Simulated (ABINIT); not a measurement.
Ti3Al:

```
Ti Al
1.0
     2.92754    0.00000    0.00000
    -1.46377    2.53533    0.00000
     0.00000    0.00000    9.22636
Ti Al
3 1
Direct
  0.33333 0.66667 0.24941
  0.33333 0.66667 0.75059
  0.66667 0.33333 0.00000
  0.66667 0.33333 0.50000
```

The cell comes from a database or a generator and needn't be the stable form of this composition.

```yaml
Program: ABINIT 10.8.3 (patched build)
Task: single point
Functional: PBE
Potentials_or_basis: JTH PAW PBE v2.0
Cutoff: 408 eV
k_mesh: 10 × 10 × 3
Occupations: fermi-dirac, width 0.05 eV
Spin: no spin polarisation
```

On this cell: pressure 0.4 GPa; largest force under 0.003 eV/Å; band gap on the k mesh none (metal or under the smearing width).

The same run follows on a disturbed copy (atoms moved at random, drawn with an rms of 0.05 Å):

```
CELL_PARAMETERS angstrom
2.92754 0.00000 0.00000
-1.46377 2.53533 0.00000
0.00000 0.00000 9.22636
ATOMIC_POSITIONS crystal
Ti 0.35222 0.68057 0.25483
Ti 0.34791 0.69140 0.74630
Ti 0.65209 0.34189 0.00035
Al 0.66040 0.32153 0.50111
```

What changes?

The energy (extrapolated to zero smearing) moves by +7.8 meV/atom; pressure 0.4 GPa; largest force 0.422 eV/Å; band gap on the k mesh none (metal or under the smearing width).

Forces on the atoms (eV/Å):
```
Ti  -0.106 -0.074 -0.347
Ti  -0.034 -0.161  0.389
Ti   0.095  0.036  0.010
Al   0.045  0.200 -0.052
```

Stress tensor (GPa, compression positive):
```
-0.56 -0.63  0.07
-0.63  0.75 -0.12
 0.07 -0.12  1.09
```
